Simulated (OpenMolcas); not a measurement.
**One shape, several levels: C4H6 (Bicyclo[1.1.0]butane)**

Wanted: a comparison of 6 runs (HF/3-21G, HF/cc-pVDZ, B3LYP/cc-pVDZ, M06-2X/cc-pVDZ, SVWN5/cc-pVDZ, CCSD(T)/cc-pVDZ) of C4H6 (Bicyclo[1.1.0]butane). 

Program for the calculation: OpenMolcas 26.06.

### 1 The system as given

The species is C4H6 (10 atoms), meant as a singlet with charge 0. SMILES: `C1C2CC12`. The C1–H5 distance was set to 1.955 Å, away from the relaxed value. At this shape a bond of the SMILES string is far longer than usual.

Bond lengths: C1–C2 1.489 Å, C2–C3 1.489 Å, C1–C4 1.489 Å, C2–C4 1.478 Å, C3–C4 1.489 Å, C1–H6 1.091 Å, C2–H7 1.078 Å, C3–H8 1.091 Å, C3–H9 1.086 Å, C4–H10 1.078 Å. Some angles: C1–C2–C3 98.3°, C1–C2–C4 60.3°, C3–C2–C4 60.3°, C2–C1–C4 59.5°, C2–C3–C4 59.5°, C1–C4–C2 60.3°, C1–C4–C3 98.3°, C2–C4–C3 60.3°, C1–C2–H7 130.1°, C3–C2–H7 130.1°.

### 2 A single-point energy at HF/3-21G (run 1)

Contents of mol.xyz:

```xyz
10

C     -0.435736     0.621911     0.304974
C     -0.415456    -0.857899     0.471444
C      0.298944    -0.918659     1.776774
C      0.826914    -0.081579     0.663884
H     -0.581140     1.306650    -1.520300
H     -0.934436     1.233231     1.058364
H     -0.636166    -1.639649    -0.236666
H     -0.142086    -0.428249     2.645684
H      0.836594    -1.835099     2.001684
H      1.764184    -0.139629     0.135264
```

Contents of job.inp:

```
>>> EXPORT MOLCAS_PRINT=2

&GATEWAY
 BasLib=$CurrDir
 Coord=mol.xyz
 Basis=3-21G
 Group=NoSym

&SEWARD

&SCF
 Thresholds=1e-10 1e-07 1e-07 1e-05
 PrOrbitals=1 1
```

The basis set 3-21G is read from a file made from the Basis Set Exchange's data (not shown).

Launch:

```
export MOLCAS_MEM=1860
pymolcas job.inp > job.log
```

The program printed:

```text
--- Start Module: gateway ---
[...]
--- Stop Module: gateway /rc=_RC_ALL_IS_WELL_ ---
--- Start Module: seward ---
[...]
      Basis functions           48
--- Stop Module: seward /rc=_RC_ALL_IS_WELL_ ---
--- Start Module: scf ---
[...]
       Convergence after  14 Iterations
[...]
::    Total SCF energy                               -153.8314491124
[...]
      Total spin, S                                     0.0000000000
[...]
      Total electronic charge=   30.000000
      Total            charge=   -0.000000
[...]
      Dipole Moment (debye):
      Origin of the operator (angstrom)=    0.0667   -0.3025    0.7904
                   X=  6.0792E-01               Y= -1.0630E+00               Z=  3.6335E-01           Total=  1.2773E+00
      Quadrupole Moment (debye*angstrom):
[...]
--- Stop Module: scf /rc=_RC_ALL_IS_WELL_ ---
[...]
```

It took 1.8 s on 1 thread of Arm Neoverse V2, shared host; peak memory 0.38 GiB.

### 3 A single-point energy at HF/cc-pVDZ (run 2)

Contents of mol.input:

```
&GATEWAY
BASLIB
$CurrDir
COORD
10
angstrom
C       -0.435736       0.621911       0.304974
C       -0.415456      -0.857899       0.471444
C        0.298944      -0.918659       1.776774
C        0.826914      -0.081579       0.663884
H       -0.581140       1.306650      -1.520300
H       -0.934436       1.233231       1.058364
H       -0.636166      -1.639649      -0.236666
H       -0.142086      -0.428249       2.645684
H        0.836594      -1.835099       2.001684
H        1.764184      -0.139629       0.135264
BASIS
cc-pVDZ
GROUP
NoSym
&SEWARD
&SCF
THRESHOLDS
1e-10 1e-07 1e-07 1e-05
PRORBITALS
1 1
```

The basis set cc-pVDZ is read from a file made from the Basis Set Exchange's data (not shown).

Launch:

```
export MOLCAS_MEM=1860
pymolcas mol.input > mol.log
```

The program printed:

```text
--- Start Module: gateway ---
[...]
--- Stop Module: gateway /rc=_RC_ALL_IS_WELL_ ---
--- Start Module: seward ---
[...]
      Basis functions           86
--- Stop Module: seward /rc=_RC_ALL_IS_WELL_ ---
[...]
--- Start Module: scf ---
[...]
       Convergence after  14 Iterations
[...]
::    Total SCF energy                               -154.7365622846
[...]
      Total spin, S                                     0.0000000000
[...]
      Total electronic charge=   30.000000
      Total            charge=   -0.000000
[...]
      Dipole Moment (debye):
      Origin of the operator (angstrom)=    0.0667   -0.3025    0.7904
                   X=  6.1797E-01               Y= -1.1836E+00               Z=  7.8532E-01           Total=  1.5490E+00
      Quadrupole Moment (debye*angstrom):
[...]
--- Stop Module: scf /rc=_RC_ALL_IS_WELL_ ---
[...]
```

It took 5.4 s on 1 thread of Arm Neoverse V2, shared host; peak memory 0.47 GiB.

Runs 3 to 4 aren't shown in full; the table further down has their settings and results.

### 4 A single-point energy at SVWN5/cc-pVDZ (run 5)

Contents of job.input:

```
>>> EXPORT MOLCAS_PRINT=2
&GATEWAY
BasLib = $CurrDir
Coord
10
angstrom
C       -0.435736       0.621911       0.304974
C       -0.415456      -0.857899       0.471444
C        0.298944      -0.918659       1.776774
C        0.826914      -0.081579       0.663884
H       -0.581140       1.306650      -1.520300
H       -0.934436       1.233231       1.058364
H       -0.636166      -1.639649      -0.236666
H       -0.142086      -0.428249       2.645684
H        0.836594      -1.835099       2.001684
H        1.764184      -0.139629       0.135264
Basis = cc-pVDZ
Group = NoSym
&SEWARD
GridInput
Grid=UltraFine
End of Grid
&SCF
KSDFT = SVWN5
Thresholds = 1e-10 1e-07 1e-07 1e-05
PrOrbitals = 1 1
```

The basis set cc-pVDZ is read from a file made from the Basis Set Exchange's data (not shown).

Launch:

```
export MOLCAS_MEM=1860
pymolcas job.input > job.log
```

The program printed:

```text
--- Start Module: gateway ---
[...]
--- Stop Module: gateway /rc=_RC_ALL_IS_WELL_ ---
--- Start Module: seward ---
[...]
      Basis functions           86
--- Stop Module: seward /rc=_RC_ALL_IS_WELL_ ---
[...]
--- Start Module: scf ---
[...]
       Convergence after  15 Iterations
[...]
::    Total KS-DFT energy                            -154.3670925678
[...]
      Total spin, S                                     0.0000000000
[...]
      Total electronic charge=   30.000000
      Total            charge=   -0.000000
[...]
      Dipole Moment (debye):
      Origin of the operator (angstrom)=    0.0667   -0.3025    0.7904
                   X=  5.5636E-01               Y= -9.7668E-01               Z=  3.4822E-01           Total=  1.1767E+00
      Quadrupole Moment (debye*angstrom):
[...]
--- Stop Module: scf /rc=_RC_ALL_IS_WELL_ ---
[...]
```

Run time: 21 s. Hardware: 1 thread of Arm Neoverse V2, shared host; peak memory 0.47 GiB.

### 5 A single-point energy at CCSD(T)/cc-pVDZ (run 6)

Contents of mol.inp:

```
* C4H6 CCSD(T)

&GATEWAY
 BasLib = $CurrDir
 Coord
 10
 bohr
 C     -0.82342170     1.17524146     0.57631734
 C     -0.78509806    -1.62119415     0.89090004
 C      0.56492229    -1.73601391     3.35761625
 C      1.56264099    -0.15416197     1.25455894
 H     -1.09819544     2.46921064    -2.87295063
 H     -1.76582812     2.33046884     2.00001810
 H     -1.20217951    -3.09848755    -0.44723392
 H     -0.26850363    -0.80927332     4.99961817
 H      1.58093354    -3.46783452     3.78263455
 H      3.33382459    -0.26386057     0.25561191
 Basis = cc-pVDZ
 Group = NoSym

&SEWARD

&SCF
 Thresholds = 1e-10 1e-07 1e-07 1e-05
 PrOrbitals = 1 1

&RASSCF
 FileOrb = $Project.ScfOrb
 Spin = 1
 Nactel = 0 0 0
 Inactive = 15
 Ras2 = 0
 OutOrbitals = Canonical
 OrbListing = Nothing

&MOTRA
 JobIph
 Frozen = 4

&CCSDT
 CCT
 Triples = 2
 Iterations = 80
 Accuracy = 1e-08
 Extrapolation = 5 4
```

The basis set cc-pVDZ is read from a file made from the Basis Set Exchange's data (not shown).

Launch:

```
export MOLCAS_MEM=1860
pymolcas mol.inp > mol.log
```

The program printed:

```text
--- Start Module: gateway ---
[...]
--- Stop Module: gateway /rc=_RC_ALL_IS_WELL_ ---
[...]
      Basis functions           86
[...]
       Convergence after  14 Iterations
[...]
::    Total SCF energy                               -154.7365622845
[...]
      Total spin, S                                     0.0000000000
[...]
      Number of active orbitals                  0
[...]
      Spin quantum number                      0.0
[...]
      Active orbitals                            0
[...]
      Number of CSFs                             1
[...]
      Number of root(s) required                 1
[...]
      Convergence after  4 iterations
[...]
      Natural orbitals and occupation numbers for root  1
      ************************************************************************************************************************
      *                                                    Final results                                                     *
      ************************************************************************************************************************
[...]
::    RASSCF root number  1 Total energy:   -154.73656228
[...]
      Total electronic charge=   30.000000
      Total            charge=   -0.000000
[...]
      Dipole Moment (debye):
      Origin of the operator (angstrom)=    0.0667   -0.3025    0.7904
                   X=  6.1797E-01               Y= -1.1836E+00               Z=  7.8532E-01           Total=  1.5490E+00
      Quadrupole Moment (debye*angstrom):
[...]
--- Start Module: motra ---
[...]
      *** WARNING: Default frozen orbitals is overwritten by user input.
      *** Default values:   4
[...]
--- Stop Module: motra /rc=_RC_ALL_IS_WELL_ ---
[...]
--- Start Module: ccsdt ---
[...]
      Convergence after                    10  Iterations
      Total energy (diff) :    -155.34631542      -0.00000000
[...]
 METHOD                       : CCSD+T(CCSD)+<T3(1)WT1> = CCSD(T)
[...]
       CCSD     =      -155.3463154226525
[...]
--- Stop Module: ccsdt /rc=_RC_ALL_IS_WELL_ ---
[...]
```

It took 46 s on 1 thread of Arm Neoverse V2, shared host; peak memory 0.47 GiB.

### 6 Overview of the runs

```tsv
run	level	integration grid	frozen core orbitals	energy (Eh)	dipole moment (D) of the reference	HOMO energy (eV)	LUMO energy (eV)	wall time
1	HF/3-21G	–	–	-153.831449	1.28	-9.71	2.58	1.8 s
2	HF/cc-pVDZ	–	–	-154.736562	1.55	-9.75	2.12	5.4 s
3	B3LYP/cc-pVDZ	UltraFine	–	-155.828738	1.32	-6.91	-1.86	36 s
4	M06-2X/cc-pVDZ	UltraFine	–	-155.758610	1.22	-8.19	-0.71	46 s
5	SVWN5/cc-pVDZ	UltraFine	–	-154.367093	1.18	-6.01	-2.60	21 s
6	CCSD(T)/cc-pVDZ	–	4	-155.371362	1.55	-9.75	2.12	46 s
```

### 7 Results

| quantity | value |
| --- | --- |
| run 6: total energy | -155.37136 Eh |
| run 6: dipole moment (mean-field density) | 1.55 D |
| run 6: HOMO energy (Hartree–Fock orbitals) | -9.75 eV |
| run 6: LUMO energy (Hartree–Fock orbitals) | 2.12 eV |
| run 6: HOMO–LUMO gap (Hartree–Fock orbitals) | 11.87 eV |
| run 6: correlation energy (4 core orbitals frozen) | -634.8 mEh |
| run 6: (T) correction | -25.05 mEh |

What this shows: Over runs 1, 2, 3, 4, 5 the dipole moment (its size) runs from 1.18 D (SVWN5/cc-pVDZ) to 1.55 D (HF/cc-pVDZ). Over runs 1, 2, 3, 4, 5 the HOMO–LUMO gap runs from 3.41 eV (SVWN5/cc-pVDZ) to 12.29 eV (HF/3-21G). The two ends differ in method and basis. Totals of different functionals can't be ranked against each other. In runs 1, 2, 3, 4, 5, 6 a closed-shell determinant meets a far-stretched bond, which it describes badly. All runs together took 2.6 min, the longest 46 s.
